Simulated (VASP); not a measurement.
Hf: relaxation of cell and atoms with PBEsol

Hf:

```xyz
3
Lattice="4.4801 0.0000 0.0000 -2.2401 3.8799 0.0000 0.0000 0.0000 2.8141" Properties=species:S:1:pos:R:3 pbc="T T T"
Hf    2.2401    1.2933    1.4070
Hf    0.0000    2.5866    1.4070
Hf    0.0000    0.0000    0.0000
```

This isn't the form of Hf at room conditions, which is hcp.

| Item | Value |
| --- | --- |
| Program | VASP 6.6.1 |
| Task | relaxation of cell and atoms |
| Functional | PBEsol |
| Potentials or basis | VASP PAW PBE potentials, release 64 (Hf_pv) |
| Cutoff | 520 eV |
| k mesh | 3 × 3 × 4 |
| Occupations | gaussian, width 0.1 eV |
| Spin | no spin polarisation |
| Target pressure | 75 GPa |
| Further INCAR settings | ALGO = Normal; EDIFF = 1e-07; IBRION = 2; EDIFFG = -0.002; NSW = 80; ISIF = 3 |
| Target pressure | 75 GPa |

```json
{
  "Relaxed volume": "15.06 Å³/atom",
  "Relaxed cell": "a = 4.365 Å, b = 4.365 Å, c = 2.737 Å, α = 90.00°, β = 90.00°, γ = 120.00°",
  "Space group after relaxing (to 0.05 Å)": "P6/mmm (No. 191)",
  "Energy change on relaxing (the enthalpy is what falls)": "+482.3 meV/atom",
  "Ionic steps": "7",
  "Pressure after relaxing": "75.0 GPa",
  "Band gap on the k mesh": "none (metal or under the smearing width)"
}
```

The path:
```csv
step,energy change (eV),largest force (eV/Å),pressure (GPa),volume (Å³)
1,0.0000,0.0000,50.00,48.92
2,12.4423,0.0000,242.39,33.03
3,1.1692,0.0000,70.38,45.78
4,1.4040,0.0000,74.30,45.26
5,1.4463,0.0000,75.00,45.17
6,1.4482,0.0000,75.01,45.17
7,1.4470,0.0000,75.01,45.17
```

Final structure:
```cif
data_structure
_symmetry_space_group_name_H-M 'P 1'
_symmetry_Int_Tables_number 1
_cell_length_a 4.3652
_cell_length_b 4.3652
_cell_length_c 2.7372
_cell_angle_alpha 90.000
_cell_angle_beta 90.000
_cell_angle_gamma 120.000
_cell_volume 45.17
loop_
_atom_site_label
_atom_site_type_symbol
_atom_site_fract_x
_atom_site_fract_y
_atom_site_fract_z
_atom_site_occupancy
Hf1 Hf 0.66667 0.33333 0.50000 1
Hf2 Hf 0.33333 0.66667 0.50000 1
Hf3 Hf 0.00000 0.00000 0.00000 1
```

Levels at points of the mesh, in eV from the Fermi level:
| k point | band 11 | band 12 | band 13 | band 14 | band 15 | band 16 | band 17 | band 18 | band 19 |
| --- | --- | --- | --- | --- | --- | --- | --- | --- | --- |
| (0.00, 0.00, 0.00) | -4.10 | -0.53 | -0.17 | -0.17 | -0.04 | -0.04 | 1.48 | 2.81 | 2.81 |
| (0.00, 0.00, 0.50) | -4.46 | -2.98 | -2.98 | -2.72 | -1.30 | 1.91 | 1.91 | 3.32 | 3.32 |

Wall time 53 s on 4 MPI ranks on Intel(R) Xeon(R) Platinum 8259CL CPU @ 2.50GHz (Skylake/Cascade Lake), with other jobs on the host, peak memory 0.17 GiB a rank.

Caveat: the k mesh is coarse (spacing up to 0.56 Å⁻¹), so the values aren't converged; the cell is relaxed towards a set pressure, so the enthalpy falls and the energy may rise; the PAW data sets were made with another functional, which shifts forces and pressure a little. The run has no spin-orbit coupling, so splittings on Hf are missing.
